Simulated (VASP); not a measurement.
Write an ASE script for VASP 6.6.1 that does the following.

| Item | Value |
| --- | --- |
| Task | single point |
| Functional | vdW-DF |
| Potentials or basis | VASP PAW PBE potentials, release 64 (Os) |
| Cutoff | 520 eV |
| k mesh | 11 × 11 × 1 |
| Occupations | tetrahedron |
| Spin | collinear spin, ferrimagnetic start |
| Starting moments | [1.0, -0.5, 1.0, -0.5, 1.0] μB |
| Dipole correction | yes |
| Further INCAR settings | ALGO = Normal; EDIFF = 1.00e-07 |

The structure of Os lies in Os.cif:

```cif
data_Os
_cell_length_a 2.73409998
_cell_length_b 2.73409998
_cell_length_c 23.63940000
_cell_angle_alpha 90.00000000
_cell_angle_beta 90.00000000
_cell_angle_gamma 120.00000000
_space_group_name_H-M_alt 'P1'
_space_group_name_Hall 'P 1'
_space_group_IT_number 1
loop_
_space_group_symop_operation_xyz
'x,y,z'
loop_
_atom_site_label
_atom_site_type_symbol
_atom_site_symmetry_multiplicity
_atom_site_Wyckoff_symbol
_atom_site_fract_x
_atom_site_fract_y
_atom_site_fract_z
_atom_site_occupancy
Os1 Os 1 a 0.3333333333 0.6666666666 0.3172669357 1
Os2 Os 1 a 0.6666666667 0.3333333334 0.4086334679 1
Os3 Os 1 a 0.3333333333 0.6666666666 0.5000000000 1
Os4 Os 1 a 0.6666666667 0.3333333334 0.5913665321 1
Os5 Os 1 a 0.3333333333 0.6666666666 0.6827330643 1
```

The slab is cut from a database's or a generator's crystal, which needn't be the stable form of the element.

The cell isn't the ideal one: the (0 0 1) slab of Os, cut from the database cell, not relaxed.

These files were run (other wordings do the same):

run.py

```python
from ase.calculators.vasp import Vasp
from ase.dft.bandgap import bandgap
from ase.io import read

atoms = read('Os.cif')
atoms.set_initial_magnetic_moments([1.0, -0.5, 1.0, -0.5, 1.0])
calc = Vasp(
    directory='calc',
    xc='vdw-df',
    pp='PBE',
    setups='recommended',
    prec='Accurate',
    encut=520,
    ediff=1e-07,
    ismear=-5,
    sigma=0.05,
    lreal=False,
    lasph=True,
    nelm=100,
    algo='Normal',
    isif=2,
    lwave=False,
    lcharg=False,
    ispin=2,
    lorbit=11,
    lmaxmix=4,
    ldipol=True,
    idipol=3,
    dipol=[0.5, 0.5, 0.5],
    kpts=[11, 11, 1],
    gamma=True,
)
atoms.calc = calc

print('energy (eV):', atoms.get_potential_energy())
print('free energy (eV):', atoms.get_potential_energy(force_consistent=True))
print('forces (eV/A):')
print(atoms.get_forces())
print('stress (eV/A^3, Voigt):', atoms.get_stress())
print('Fermi level (eV):', calc.get_fermi_level())
print('moment (muB):', atoms.get_magnetic_moment())
print('site moments (muB):', atoms.get_magnetic_moments())
gap, top, bottom = bandgap(calc)
print('band gap (eV):', gap, 'from (spin, k, band)', top, 'to', bottom)
```

Potentials or basis: VASP PAW PBE potentials, release 64 (Os).

Launch:

```sh
$ python run.py
```

Results of the run:

The largest force is 1.010 eV/Å and the band gap on the k mesh is none (metal or under the smearing width). The net moment is 0.00 μB per cell. The valence electrons inside the program's atomic spheres are Os 7.18, 7.48, 7.52.

Caveat: the PAW data sets were made with another functional, which shifts forces and pressure a little; tetrahedron occupations give inexact forces and stress in metals.

Wall time 7.3 min on 1 thread of Intel(R) Xeon(R) Platinum 8559C (Emerald Rapids), with other jobs on the host, peak memory 0.72 GiB.
